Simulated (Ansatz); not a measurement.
BeO: pressure 0.7 GPa

Take BeO in the wurtzite structure (space group P6_3mc, No. 186; a = 2.693 Å, c = 4.373 Å) as the base.

Modification: cell and atoms relaxed at a pressure of 0.7 GPa.

The values are results of DFT with PBEsol, PAW potentials and a 420 eV plane-wave cutoff in Ansatz (an electronic-structure program), without spin-orbit coupling, not measurements. Γ-centred 14×14×8 mesh, Fermi–Dirac width 0.05 eV.

The density hardly moves (3.02 g/cm³ against 3.03 g/cm³) and the lattice parameter a falls by 0.003 Å, from 2.693 Å to 2.690 Å. The c/a ratio is still 1.624 and the shortest interatomic distance is nearly the same (1.644 Å against 1.642 Å). The enthalpy H = E + PV relative to the base's energy comes out as +0.03 eV/atom and the band gap grows by 0.03 eV to 7.54 eV. The gap character stays direct at Γ and the width of the top valence band hardly moves (2.44 eV against 2.45 eV). The electron mass becomes 0.54 mₑ along c, 0.62 mₑ across (at Γ) (base: 0.54 mₑ along c, 0.61 mₑ across (at Γ)) and the valence-band top at Γ (three highest levels, from the VBM) is still 0.00, -0.04, -0.04 eV.

Cost of the whole job for the changed cell (relaxation, final SCF and bands): very roughly 19 core-seconds.

Load acts through the strain it causes; cell and atoms are relaxed under it. Effective masses come from finite differences of ±0.01 Å⁻¹. Stability against distortions was not tested.
